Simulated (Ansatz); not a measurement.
Geometry optimisation in Ansatz: input, command and trajectory.

```yaml
crystal:
  lattice:
    - [4.244, 0.0, 0.0]
    - [-2.122, 3.6754118137, 0.0]
    - [0.0, 0.0, 6.859]
  atoms:
    - { symbol: Cd, position: [0.0, 0.0, 0.0] }
    - { symbol: I, position: [0.3333333333, 0.6666666667, 0.2492] }
    - { symbol: I, position: [0.6666666667, 0.3333333333, 0.7508] }
basis:
  ecutwfc: 500
kpoints:
  mp_grid: { grid: [6, 6, 4] }
hamiltonian:
  xc: r2scan
scf:
  occupations: { method: gaussian, width: 0.02 }
output:
  forces: true
  stress: true
  eigenvalues: true
  write_density: true
  write_potential: true
  elf: true
  volumetric_format: npy
relax:
  adjacent_minimum: "off"
  f_tol: 0.005
  max_steps: 80
  cell: { stress_tol: 0.05 }
```

```bash
ansatz run input.yaml --threads 1 --pin off --max-ram 2560MiB --backend cpu --events-out ev --progress --plain --runs-dir out
```

Method: Ansatz 0.2.0, DFT r2SCAN, scalar-relativistic, plane waves, PAW.

Of 6 frames 6 are shown, positions in Å and forces in eV/Å; the SCF threshold varies from step to step. Steps run on the plane waves of an earlier cell, with a Pulay correction in the pressure. The basis is chosen afresh for the last frame, the zero of the energies, and at times for earlier ones too; energy and pressure step there, also at an unchanged geometry.

```xyz
3
Lattice="4.2440 0.0000 0.0000 -2.1220 3.6754 0.0000 0.0000 0.0000 6.8590" Properties=species:S:1:pos:R:3:forces:R:3 pbc="T T T" step=1 free_energy_over_end_meV_per_atom=6.87 pressure_GPa=1.12
Cd    0.0000    0.0000    0.0000    0.0000    0.0000    0.0000
I     0.0000    2.4503    1.7093    0.0000    0.0000    0.0511
I     2.1220    1.2251    5.1497    0.0000    0.0000   -0.0511
3
Lattice="4.3168 0.0000 0.0000 -2.1584 3.7385 0.0000 0.0000 0.0000 7.0393" Properties=species:S:1:pos:R:3:forces:R:3 pbc="T T T" step=2 free_energy_over_end_meV_per_atom=2.05 pressure_GPa=0.15
Cd    0.0000    0.0000    0.0000    0.0000    0.0000    0.0000
I     0.0000    2.4923    1.6825    0.0000    0.0000    0.0895
I     2.1584    1.2462    5.3568    0.0000    0.0000   -0.0895
3
Lattice="4.3053 0.0000 0.0000 -2.1527 3.7285 0.0000 0.0000 0.0000 7.0840" Properties=species:S:1:pos:R:3:forces:R:3 pbc="T T T" step=3 free_energy_over_end_meV_per_atom=1.52 pressure_GPa=-0.31
Cd    0.0000    0.0000    0.0000    0.0000    0.0000    0.0000
I     0.0000    2.4857    1.7215    0.0000    0.0000   -0.0869
I     2.1527    1.2428    5.3624    0.0000    0.0000    0.0869
3
Lattice="4.2984 0.0000 0.0000 -2.1492 3.7226 0.0000 0.0000 0.0000 7.1014" Properties=species:S:1:pos:R:3:forces:R:3 pbc="T T T" step=4 free_energy_over_end_meV_per_atom=0.89 pressure_GPa=-0.05
Cd    0.0000    0.0000    0.0000    0.0000    0.0000    0.0000
I     0.0000    2.4817    1.7107    0.0000    0.0000   -0.0130
I     2.1492    1.2409    5.3907    0.0000    0.0000    0.0130
3
Lattice="4.2910 0.0000 0.0000 -2.1455 3.7161 0.0000 0.0000 0.0000 7.1762" Properties=species:S:1:pos:R:3:forces:R:3 pbc="T T T" step=5 free_energy_over_end_meV_per_atom=0.73 pressure_GPa=-0.01
Cd    0.0000    0.0000    0.0000    0.0000    0.0000    0.0000
I     0.0000    2.4774    1.7132    0.0000    0.0000    0.0005
I     2.1455    1.2387    5.4630    0.0000    0.0000   -0.0005
3
Lattice="4.2910 0.0000 0.0000 -2.1455 3.7161 0.0000 0.0000 0.0000 7.1762" Properties=species:S:1:pos:R:3:forces:R:3 pbc="T T T" step=6 free_energy_over_end_meV_per_atom=0.00 pressure_GPa=0.01
Cd    0.0000    0.0000    0.0000    0.0000    0.0000    0.0000
I     0.0000    2.4774    1.7132    0.0000    0.0000    0.0008
I     2.1455    1.2387    5.4630    0.0000    0.0000   -0.0008
```

The run took 46 s on 1 thread of Intel(R) Xeon(R) Platinum 8488C (Sapphire Rapids), with other jobs on the host, peak memory 0.72 GiB.

The cell holds layers, and r2SCAN describes their binding at middle range but leaves out its long-range dispersion part.